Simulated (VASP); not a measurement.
# From VASP inputs to Ansatz: SnO (zincblende)

INCAR

```
EDIFF = 1E-7
SIGMA = 0.02
ENCUT = 520
LREAL = .FALSE.
PREC = Accurate
NBANDS = 17
ISMEAR = -1
GGA = PE
LWAVE = .FALSE.
NSW = 0
IBRION = -1
ISIF = 2
LCHARG = .FALSE.
LASPH = .TRUE.
NELM = 120
```

KPOINTS

```
KPOINTS created by Atomic Simulation Environment
0
Gamma
8 8 8
0 0 0
```

KPOINTS_OPT

```
special points
7
Reciprocal
0.0000000000 0.0000000000 0.0000000000 1
0.5000000000 0.0000000000 0.5000000000 1
0.5000000000 0.2500000000 0.7500000000 1
0.3750000000 0.3750000000 0.7500000000 1
0.5000000000 0.5000000000 0.5000000000 1
0.6250000000 0.2500000000 0.6250000000 1
0.5000000000 0.1000000000 0.6000000000 1
```

POSCAR

```
Sn O
 1.0000000000000000
     0.0000000000000000    2.7082147232636280    2.7082147232636280
     2.7082147232636280   -0.0000000000000000    2.7082147232636280
     2.7082147232636280    2.7082147232636280   -0.0000000000000000
 Sn  O
   1   1
Cartesian
 -0.0000000000000000 -0.0000000000000000 -0.0000000000000000
  1.3541073616318140  1.3541073616318140  1.3541073616318140
```

VASP ran with the recommended PBE PAW datasets (20 valence electrons in the cell).

Question: Write an Ansatz input for this cell and level of theory.

Answer: 

```yaml
crystal:
  lattice:
    - [0.0, 2.7082147233, 2.7082147233]
    - [2.7082147233, 0.0, 2.7082147233]
    - [2.7082147233, 2.7082147233, 0.0]
  atoms:
    - { symbol: Sn, position: [0.0, 0.0, 0.0] }
    - { symbol: O, position: [0.25, 0.25, 0.25] }
kpoints:
  mp_grid: { grid: [8, 8, 8] }
  band_path:
    path:
      - [[0.0, 0.0, 0.0], [0.5, 0.0, 0.5], [0.5, 0.25, 0.75], [0.375, 0.375, 0.75], [0.0, 0.0, 0.0], [0.5, 0.5, 0.5], [0.625, 0.25, 0.625], [0.5, 0.25, 0.75], [0.5, 0.5, 0.5], [0.375, 0.375, 0.75]]
      - [[0.625, 0.25, 0.625], [0.5, 0.0, 0.5]]
    npoints: 10
hamiltonian:
  xc: pbe
scf:
  occupations: { method: fermi_dirac, width: 0.02 }
  n_extra_bands: 4
output:
  forces: true
  stress: true
  eigenvalues: true
```

Other inputs would serve too.

```
                                                        VASP                             Ansatz
gap between bands v and c  -0.19 eV (bands overlap: a metal)  -0.19 eV (bands overlap: a metal)
         least direct gap                            0.09 eV                            0.09 eV
                 pressure                            2.4 GPa                            2.4 GPa
```

Each program uses its own PAW datasets. VASP's cell holds 20 valence electrons and Ansatz's 20. Ansatz's stress includes a Pulay correction; VASP's doesn't. Ansatz solved a whole band path, VASP its corner points and band edges.
